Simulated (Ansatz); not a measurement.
# CdS: how well frozen cores do, part 2 of 2

Does the method matter for CdS? The same cell, functional and mesh are run with full-potential LAPW, PAW with frozen cores and datasets made for this crystal.

Ansatz 0.2.0; DFT PBEsol; a database cell (COD). «Crystal datasets» are all-electron PAW datasets made for this crystal. The steps go on from the part before.

## (4) Datasets made for this crystal

Contents of input.yaml:

```yaml
crystal:
  lattice:
    - [4.1347992034, 0.0, 0.0]
    - [-2.0673996017, 3.5808411497, 0.0]
    - [0.0, 0.0, 6.749]
  atoms:
    - { symbol: Cd, position: [0.3333333333, 0.6666666667, 0.0] }
    - { symbol: Cd, position: [0.6666666667, 0.3333333333, 0.5] }
    - { symbol: S, position: [0.3333333333, 0.6666666667, 0.385] }
    - { symbol: S, position: [0.6666666667, 0.3333333333, 0.885] }
kpoints:
  mp_grid: { grid: [7, 7, 4] }
  band_path:
    path:
      - [0.0, 0.0, 0.0]
      - [0.5, 0.0, 0.0]
      - [0.3333333333, 0.3333333333, 0.0]
      - [0.0, 0.0, 0.0]
      - [0.0, 0.0, 0.5]
      - [0.5, 0.0, 0.5]
      - [0.3333333333, 0.3333333333, 0.5]
      - [0.0, 0.0, 0.5]
      - [0.5, 0.0, 0.5]
    npoints: 8
scf:
  occupations: { method: fermi_dirac, width: 0.01 }
hamiltonian:
  xc: pbesol
  pseudopotentials: { kind: all_electron, datasets: crystal }
output:
  forces: true
  stress: true
  eigenvalues: true
  efg: { contact_densities: true }
```

Started as:

```sh
> ansatz run input.yaml --threads 1 --pin off --max-ram 6144MiB --backend cpu --events-out ev --progress --plain --runs-dir out
```

Log:

```text
hamiltonian.pseudopotentials.datasets: crystal makes datasets for this crystal and solves the spheres of its atoms anew in each pass: cutoff 260.0 eV, the density's 1040.0 eV; for an error of 0.50 meV an atom under PBE, 2.0 meV for the cell; an energy difference from a run of another recipe may be off by several times the error for the cell, under r2SCAN by more, where some 0.1 meV an atom stays at smaller errors; S in spheres of 1.132 Å, 6 of its electrons in bands; Cd in spheres of 1.376 Å, 12 of its electrons in bands, 8 on its site; only band paths and densities of states list, in semicore columns, the levels of the semicore shells that are solved separately: 4s of Cd, 4p of Cd
Cd: output.efg is read without spin–orbit coupling, which moves field gradients at and beside such atoms by some per cent and up to a factor of two; PAW files take it under magnetization.noncollinear and magnetization.spin_orbit
Engine: ansatz 0.2.0
Pseudopotentials: kind: all_electron
Pseudopotential: Cd, paw, valence charge 20, recommended cutoff 260 eV (normal), Koelling and Harmon's equation, gaussian nucleus
Pseudopotential: S, paw, valence charge 6, recommended cutoff 260 eV (normal), Koelling and Harmon's equation, gaussian nucleus
Functional definition: PBEsol
  exchange = pbesol_x
  correlation = pbesol_c
Crystal: 4 atoms, lattice volume = 99.926 Å³
Basis set: ecut = 260 eV, 989 PW (Γ), exchange–correlation on 48×48×72 points (8 copies of the dense FFT grid, shifted against one another)
Bands: 22, of which v1, the nominal top of the filled ones, is band 18 counted from 1 (17 counted from 0)
Symmetry: 12 space group operations
Space group: P63mc (ITA 186), of the structure as read, at distance tolerance 4.6e-5 Å
k-points: 24 of 196 (time reversal used)
Non-local potential: Cd, projectors of the file, l = 0: 1, l = 1: 1, l = 2: 2
Non-local potential: S, projectors of the file, l = 0: 1, l = 1: 1, l = 2: 2
PAW form: soft (Blöchl's): semilocal exchange-correlation on the pseudo side does not see the compensation charge
PAW one-centre angular grid: Cd, 590 points (default); XC on its mesh's 1869 points in the sphere
PAW one-centre angular grid: S, 110 points (default); XC on its mesh's 1925 points in the sphere
Initial density: superposition of atomic densities (neutral atoms: chi_scale 0, normalization atom)
Initial wavefunctions: pseudopotential atomic-orbital guess
Functional: x = pbesol(κ = 0.804, μ = 0.12345679012345678), c = pbesol(β = 0.046)
iter 1 solved again at ethr=8.06e-3 eV; its pass at ethr=1.00e-1 eV (dr2=2.90e0 eV) is discarded
SCF iter   1: F=—  HF=-326024.596336 eV  |F-HF|=—  |Δ(HF+E_count)|=         —  Δρ=3.77e-2  dr2=2.92e0  ethr=8.06e-3  ⟨swp⟩=2.8  Hψ=2667  notcnv=0
preconditioner: auto → Resta (q_TF=auto, 2.301 Å⁻¹)  ε∞=5.7  [insulator: Δε(μ)=1.565 eV  Ē_g=10.299 eV  σ=0.010 eV  W_gap=1.00  n_scr=22 (ndim 8)  ℏωp=22.3 eV  f_vac=0.021  D(μ)=0.00/eV (n_scr^D=0)  ε∞_Penn≈5.7]
SCF iter   2: F=—  HF=-326023.809356 eV  |F-HF|=—  |Δ(HF+E_count)|=   7.87e-1  Δρ=1.76e-2  dr2=4.74e-1  ethr=8.06e-3  ⟨swp⟩=3.1  Hψ=1207  notcnv=0  defer=3
iter 3 solved again at ethr=9.74e-5 eV; its pass at ethr=1.32e-3 eV (dr2=3.51e-2 eV) is discarded
SCF iter   3: F=—  HF=-326023.687503 eV  |F-HF|=—  |Δ(HF+E_count)|=   1.22e-1  Δρ=6.10e-3  dr2=3.51e-2  ethr=9.74e-5  ⟨swp⟩=3.0  Hψ=2553  notcnv=0  defer=4
SCF iter   4: F=—  HF=-326023.688227 eV  |F-HF|=—  |Δ(HF+E_count)|=   7.24e-4  Δρ=2.50e-3  dr2=5.23e-3  ethr=9.74e-5  ⟨swp⟩=3.1  Hψ=1398  notcnv=0  defer=3
SCF iter   5: F=—  HF=-326023.688418 eV  |F-HF|=—  |Δ(HF+E_count)|=   1.91e-4  Δρ=7.34e-4  dr2=6.42e-4  ethr=1.45e-5  ⟨swp⟩=3.7  Hψ=1455  notcnv=0  defer=12
SCF iter   6: F=—  HF=-326023.688772 eV  |F-HF|=—  |Δ(HF+E_count)|=   3.53e-4  Δρ=3.87e-4  dr2=2.12e-4  ethr=1.78e-6  ⟨swp⟩=2.3  Hψ=1228  notcnv=0  defer=3
SCF iter   7: F=—  HF=-326023.688979 eV  |F-HF|=—  |Δ(HF+E_count)|=   2.07e-4  Δρ=9.58e-5  dr2=1.20e-5  ethr=5.90e-7  ⟨swp⟩=3.4  Hψ=1235  notcnv=0  defer=5
SCF iter   8: F=—  HF=-326023.689031 eV  |F-HF|=—  |Δ(HF+E_count)|=   5.27e-5  Δρ=3.45e-5  dr2=1.94e-6  ethr=3.34e-8  ⟨swp⟩=3.1  Hψ=1344  notcnv=0  defer=2
SCF iter   9: F=-326023.689034 eV  HF=-326023.689034 eV  |F-HF|=1.08e-7  |Δ(HF+E_count)|=   2.18e-6  Δρ=5.64e-6  dr2=5.15e-8  ethr=5.38e-9  ⟨swp⟩=3.0  Hψ=1188  notcnv=0  defer=1
SCF 1 converged in 9 iterations: F = -326023.689035 eV  dr2 = 5.15e-8
  Residual-converged pass: ⟨swp⟩=4.0  Hψ=1708  notcnv=0  max |occ|·‖R‖ = 6.4e-6 eV (tolerance 6.7e-6 eV)  dr2=5.33e-8  dr2_onsite=2.79e-8  max |Δocc| = 0.0e0
NSCF: frozen V_eff on 65 k-points
SCF converged after 9 iterations
Free energy (F): -326023.689035 eV
Harris-Foulkes:  -326023.689034 eV  (|F-HF|=1.08e-7)
Internal energy: -326023.689035 eV  (E = F + TS)
E sigma→0 (E₀):  -326023.689035 eV
Past the cutoff: the bands carry plane waves up to 1.75 times it, of which those up to 1.5 times it add -0.000199 eV an atom, each by itself; the spheres take 0.000304 eV an atom off the energy for waves past 1.75 times it
By the cutoff:   a pressure is off by up to 0.006 GPa (1.2 times the spheres' own share and the shells' term, over an atom's volume, and 0.004 GPa: a bound that held against runs at twice the plane waves)
Past the cutoffs: a stress includes 0.0007 GPa for waves and charges beyond them, in addition to the slope of what the spheres take
In the spheres:  the bands' charges fall short by 1.8e-6 e at most (sound up to 1e-3), those of shells solved beside the bands by 1.7e-7 e (sound up to 5e-4)
Fermi energy:    8.078257 eV
--- Per-component energies (eV) ---
  The terms above E_closure are by the made datasets' own strengths, without shells solved beside the bands.
--- Forces (eV/Å), atoms counted from 1 ---
  atom   1  Cd     0.00000000    -0.00000000     0.24624622
  atom   2  Cd    -0.00000000    -0.00000000     0.24624622
  atom   3  S      0.00000000     0.00000000    -0.24623572
  atom   4  S     -0.00000000    -0.00000000    -0.24623572
  max |Σ_I F_I| component: 2.10e-5 eV/Å
--- Stress (GPa, compression-positive) ---
        0.145880       0.000000      -0.000000
        0.000000       0.145880       0.000000
       -0.000000       0.000000      -1.895587
  P = ⅓ Tr σ = -0.5346 GPa (-5.346 kbar)
  It holds what live shells' own plane waves past their cutoff add
--- PAW observables at the nuclei: V_zz in 10²¹ V/m², potentials from the cell's mean, atoms counted from 1 ---
  atom   1  Cd V_zz =    +3.197417   η = 0.0000   by run symmetry: allowed
            electrostatic potential = -7701.850205 V   contact ρ = 1034344.780840 e/Å³
  atom   2  Cd V_zz =    +3.197417   η = 0.0000   by run symmetry: allowed
            electrostatic potential = -7701.850205 V   contact ρ = 1034344.780840 e/Å³
  atom   3  S  V_zz =    -0.683861   η = 0.0000   by run symmetry: allowed
            electrostatic potential = -1631.817631 V   contact ρ = 19717.548686 e/Å³
  atom   4  S  V_zz =    -0.683861   η = 0.0000   by run symmetry: allowed
            electrostatic potential = -1631.817631 V   contact ρ = 19717.548686 e/Å³
--- Band table (eV; the first three rows and the last of 24) ---
  k-point 0: bands = ["-4.8078", "-4.3833", "-0.1681", "-0.1681", "-0.0988", "-0.0988", "-0.0953", "0.2806", "0.2806", "0.3733", "0.3733", "0.7221", "3.2473", "6.8233", "6.8233", "7.4914", "7.5311", "7.5311", "8.6184", "10.1329"]
  k-point 1: bands = ["-4.7444", "-4.4433", "-0.1609", "-0.1609", "-0.1119", "-0.1119", "-0.0510", "0.2968", "0.2968", "0.3623", "0.3623", "0.4670", "3.8407", "6.4923", "6.9215", "6.9215", "7.4217", "7.4217", "9.5139", "10.2180"]
  k-point 2: bands = ["-4.5922", "-4.5922", "-0.1393", "-0.1393", "-0.1393", "-0.1393", "0.1232", "0.1232", "0.3321", "0.3321", "0.3321", "0.3321", "5.0958", "5.0958", "7.1660", "7.1660", "7.1660", "7.1660", "10.2386", "10.2386"]
  k-point 23: bands = ["-4.2715", "-4.2715", "0.0445", "0.0445", "0.0676", "0.0676", "0.2506", "0.2506", "0.3191", "0.3191", "0.8215", "0.8215", "3.4929", "3.4929", "5.1712", "5.1712", "6.4255", "6.4255", "11.7608", "11.7608"]
```

It took 23 s on 1 thread of Intel Xeon 6975P-C (Granite Rapids), shared host; peak memory 0.81 GiB.

In short: pressure -0.53 GPa; gap 1.09 eV, direct at Γ; largest force 0.246 eV/Å; Vzz Cd1 3.20 (η = 0.00), S3 -0.68 (η = 0.00) (10²¹ V/m²).

```
atom  contact density (e/Å³)
 Cd1                 1034345
  S3                19717.55
```

## (5) Side by side

Highest filled and lowest empty level at the labelled points (eV from each run's valence-band top):

```
point  LAPW top  LAPW bottom  PAW top  PAW bottom  crystal datasets top  crystal datasets bottom
    Γ      0.00         1.09     0.00        1.09                  0.00                     1.09
    M     -0.84         3.61    -0.84        3.61                 -0.84                     3.61
    K     -1.78         4.65    -1.78        4.65                 -1.78                     4.65
    Γ      0.00         1.09     0.00        1.09                  0.00                     1.09
    A     -0.37         2.71    -0.37        2.71                 -0.37                     2.71
    L     -1.29         3.39    -1.29        3.38                 -1.29                     3.39
    H     -1.08         4.28    -1.08        4.28                 -1.08                     4.28
    A     -0.37         2.71    -0.37        2.71                 -0.37                     2.71
    L     -1.29         3.39    -1.29        3.38                 -1.29                     3.39
```

```
          method  pressure (GPa)  gap (eV)  largest force (eV/Å)  Vzz Cd1 (10²¹ V/m²)  Vzz S3 (10²¹ V/m²)  SCF cycles, all passes
            LAPW           -0.53      1.09                 0.246                    –                   –                       9
             PAW           -0.56      1.09                 0.246                 3.15               -0.68                       7
crystal datasets           -0.53      1.09                 0.246                 3.20               -0.68                       9
```

## (6) Outcome

What follows sums up all 2 parts.

```
           quantity                                               value
           pressure   LAPW -0.53, PAW -0.56, crystal datasets -0.53 GPa
         gap (LAPW)                                1.09 eV, direct at Γ
      largest force  LAPW 0.246, PAW 0.246, crystal datasets 0.246 eV/Å
Bader charges (PAW)                               Cd1 +0.82, S3 -0.82 e
  highest ELF (PAW)                                 0.88, 0.81 Å from S
```

What this shows: The pressure of -0.5 GPa pushes the cell to shrink, with the atoms held in place. The gap is 1.09 eV, direct at Γ. It is the Kohn-Sham gap of a semilocal functional, which mostly lies below the gap found in experiment. A measured gap of CdS is 2.5809 eV (quoted in “Isotope dependence of band-gap energy”, 2008, arxiv:0807.2152); the calculated 1.09 eV misses it by -57.9 %. So large a miss can be the level of theory's own, or it may mean another phase, state or a wrong row. 2 values of this kind are on record in papers (2.44 to 2.5809 eV); this one was drawn at random among those near their median, those with a stated uncertainty first. Semilocal functionals fall short of gaps. The calculation has no temperature and no excitons, and leaves out spin-orbit coupling. The top eV of the valence band is mostly S 3p (93 % of the projected weight). The projection holds only the free atom's occupied shells (Cd 5s, Cd 4d, S 3s, S 3p in this range). The field gradient at Cd1, the largest by crystal datasets, is 3.15 by PAW and 3.20 by crystal datasets (10²¹ V/m²), within 5 %. Spin–orbit coupling is left out, which moves gradients at and beside heavy atoms by some per cent and at worst by a factor of two. PAW lies -0.03 GPa from LAPW in pressure and less than 0.01 eV in the gap. The forces differ by at most 1 meV/Å in a component, on a largest force of 0.246 eV/Å.
